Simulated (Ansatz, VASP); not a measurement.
# One calculation of Tl, two programs

POSCAR

```
Tl
1.0
   -1.9410000000      1.9410000000      1.9410000000
    1.9410000000     -1.9410000000      1.9410000000
    1.9410000000      1.9410000000     -1.9410000000
Tl
1
Direct
    0.0000000000      0.0000000000      0.0000000000
```

Contents of INCAR.step1:

```
SYSTEM = Tl
PREC = Accurate
ENCUT = 520
ISMEAR = 0
SIGMA = 0.1
LREAL = .FALSE.
LASPH = .TRUE.
NELM = 100
NBANDS = 12
GGA = PE
ALGO = Normal
EDIFF = 1E-4
LWAVE = .TRUE.
LCHARG = .FALSE.
```

Contents of INCAR.step2:

```
SYSTEM = Tl
PREC = Accurate
ENCUT = 520
EDIFF = 1E-6
ISMEAR = 0
SIGMA = 0.1
LREAL = .FALSE.
LASPH = .TRUE.
NELM = 100
ALGO = Normal
ISIF = 2
LWAVE = .FALSE.
LCHARG = .FALSE.
METAGGA = R2SCAN
LMIXTAU = .TRUE.
NBANDS = 12
ISTART = 1
```

KPOINTS

```
Automatic mesh
0
G
  6 6 6
  0 0 0
```

Input for Ansatz:

```yaml
crystal:
  lattice:
    - [-1.941, 1.941, 1.941]
    - [1.941, -1.941, 1.941]
    - [1.941, 1.941, -1.941]
  atoms:
    - { symbol: Tl, position: [0.0, 0.0, 0.0] }
basis:
  ecutwfc: 500
kpoints:
  mp_grid: { grid: [6, 6, 6] }
hamiltonian:
  xc: r2scan
scf:
  occupations: { method: gaussian, width: 0.1 }
output:
  forces: true
  stress: true
  eigenvalues: true
```

This isn't the form of Tl at room conditions, which is hcp.

Alike in both runs: task single point; functional r2SCAN; k mesh 6 × 6 × 6; occupations gaussian, width 0.1 eV; no spin polarisation.

|  | VASP | Ansatz |
| --- | --- | --- |
| version | VASP 6.6.1 | Ansatz 0.2.0 |
| potentials or method | VASP PAW PBE potentials, release 64 (Tl_d) | scalar-relativistic, plane waves, PAW |
| plane-wave cutoff (eV) | 520 | 500 |
| valence electrons in the cell | 13 | 13 |

VASP gave:

* gap on the k mesh at the Fermi level (eV): none
* pressure (GPa): 1.0

Problem. Estimate Ansatz's values.

Solution. gap on the k mesh at the Fermi level (eV): none; pressure (GPa): 1.1.

A gap of «none» marks a metal or a gap that the smearing closes.

Caveats: the k mesh is coarse (spacing up to 0.38 Å⁻¹), so the values aren't converged; the PAW data sets were made with another functional, which shifts forces and pressure a little (VASP). The runs have no spin-orbit coupling, so splittings on Tl are missing.
